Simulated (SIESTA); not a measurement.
Input of a SIESTA 5.4.2 run:

The input TiC.fdf:

```
SystemName                      TiC
SystemLabel                     TiC
NumberOfSpecies                 2
NumberOfAtoms                   2
%block ChemicalSpeciesLabel
  1  22 Ti
  2   6 C
%endblock ChemicalSpeciesLabel

LatticeConstant                 1.0 Ang
%block LatticeVectors
     0.0000000000     2.1657188437     2.1657188437
     2.1657188437     0.0000000000     2.1657188437
     2.1657188437     2.1657188437     0.0000000000
%endblock LatticeVectors
AtomicCoordinatesFormat         Fractional
%block AtomicCoordinatesAndAtomicSpecies
     0.0000000000     0.0000000000     0.0000000000  1  Ti
     0.5000000000     0.5000000000     0.5000000000  2  C
%endblock AtomicCoordinatesAndAtomicSpecies

%block kgrid.MonkhorstPack
   11   0   0  0.0
    0  11   0  0.0
    0   0  11  0.0
%endblock kgrid.MonkhorstPack
XC.Functional                   GGA
XC.Authors                      PBE
PAO.BasisSize                   DZP
PAO.EnergyShift                 0.003 Ry
Mesh.Cutoff                     800 Ry
OccupationFunction              FD
ElectronicTemperature           0.05 eV
MaxSCFIterations                120
SCF.MustConverge                false
SCF.Mixer.Method                Pulay
SCF.Mixer.Weight                0.25
SCF.Mixer.History               8
SCF.DM.Tolerance                5.0e-05
SCF.H.Tolerance                 1.0e-03 eV
WriteForces                     true
Charge.Mulliken                 end
BandLinesScale                  ReciprocalLatticeVectors
%block BandLines
    1    0.000000   0.000000   0.000000  \Gamma
   12    0.500000   0.000000   0.500000  X
    6    0.500000   0.250000   0.750000  W
    4    0.375000   0.375000   0.750000  K
   13    0.000000   0.000000   0.000000  \Gamma
   11    0.500000   0.500000   0.500000  L
    8    0.625000   0.250000   0.625000  U
    4    0.500000   0.250000   0.750000  W
    9    0.500000   0.500000   0.500000  L
    8    0.375000   0.375000   0.750000  K
    1    0.625000   0.250000   0.625000  U
    4    0.500000   0.000000   0.500000  X
%endblock BandLines
%block PAO.Basis
  Ti 5
  n=3 0 2
    3.144 0.000
  n=4 0 2
    8.756 0.000
  n=3 1 2
    3.568 0.000
  n=4 1 1
    8.756
  n=3 2 2
    6.267 0.000
%endblock PAO.Basis
```

Potentials or basis: PseudoDojo 0.4 standard (PBE files), DZP (energy shift 0.003 Ry; two zetas on semicore shells).

Command:

```sh
$ siesta < TiC.fdf > TiC.out 2>&1
```

(1) Estimate the band gap on the k mesh.

(2) Estimate the pressure.

Results:

(1) none (metal or under the smearing width).

(2) 1.4 GPa.

Caveat: the basis of atomic orbitals isn't converged, which shifts pressures, moduli and gaps.
